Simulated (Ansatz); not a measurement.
The system is HfO2.

```
CELL_PARAMETERS angstrom
5.21946 0.00000 0.00000
0.00000 5.00476 0.00000
0.00000 0.00000 5.03269
ATOMIC_POSITIONS crystal
Hf 0.96699 0.73252 0.74144
Hf 0.53301 0.73252 0.24144
Hf 0.46699 0.26748 0.74144
Hf 0.03301 0.26748 0.24144
O 0.63213 0.92865 0.87927
O 0.86787 0.92865 0.37927
O 0.23395 0.53988 0.49229
O 0.26605 0.53988 0.99229
O 0.76605 0.46012 0.99229
O 0.73395 0.46012 0.49229
O 0.13213 0.07135 0.87927
O 0.36787 0.07135 0.37927
```

Measurements of this composition are mostly on another form, of space group No. 14.

| Quantity | Value |
| --- | --- |
| Program | Ansatz 0.2.0 |
| Task | relaxation of cell and atoms |
| Functional | BLYP |
| Dispersion | D3(BJ) |
| Potentials or basis | Ansatz PAW |
| Cutoff | 420 eV (not typed: the program's choice for these potentials) |
| k mesh | 5 × 6 × 5 |
| Occupations | fermi-dirac, width 0.05 eV |
| Spin | no spin polarisation |

At the start: volume 10.96 Å³/atom.

Q: How do energy, volume and symmetry change on relaxing?

A: It ends after 9 steps and the volume is 11.32 Å³/atom (+3.3 %); space group Pca2_1 (No. 29, to 0.05 Å).

The path:
```
step  energy change (eV)  largest force (eV/Å)  volume (Å³)
   1              0.0000                0.1616       131.46
   2             -0.0682                0.0363       136.41
   3             -0.0781                0.0249       135.58
   4             -0.0780                0.0164       135.66
   5             -0.0785                0.0100       135.60
   6             -0.0785                0.0070       135.60
   7             -0.1082                0.0060       135.60
   8             -0.1072                0.0008       135.80
   9             -0.1086                0.0011       135.80
```

Final structure:
```yaml
crystal:
  lattice:
    - [5.27747, 0.00000, 0.00000]
    - [0.00000, 5.05699, 0.00000]
    - [0.00000, 0.00000, 5.08851]
  atoms:
    - { symbol: Hf, position: [0.96763, 0.73338, 0.74108] }
    - { symbol: Hf, position: [0.53237, 0.73338, 0.24108] }
    - { symbol: Hf, position: [0.46763, 0.26662, 0.74108] }
    - { symbol: Hf, position: [0.03237, 0.26662, 0.24108] }
    - { symbol: O, position: [0.63321, 0.93058, 0.88132] }
    - { symbol: O, position: [0.86679, 0.93058, 0.38132] }
    - { symbol: O, position: [0.23181, 0.53973, 0.49060] }
    - { symbol: O, position: [0.26819, 0.53973, 0.99060] }
    - { symbol: O, position: [0.76819, 0.46027, 0.99060] }
    - { symbol: O, position: [0.73181, 0.46027, 0.49060] }
    - { symbol: O, position: [0.13321, 0.06942, 0.88132] }
    - { symbol: O, position: [0.36679, 0.06942, 0.38132] }
```

Caveat: the plane-wave basis is chosen anew once the cell has moved, so the energies of steps on either side of that aren't comparable; the pressure holds a Pulay correction of +1.0 GPa for the finite cutoff; the PAW data sets come from PBE, with cores solved anew for the run's functional, which leaves a small shift of forces and pressure.
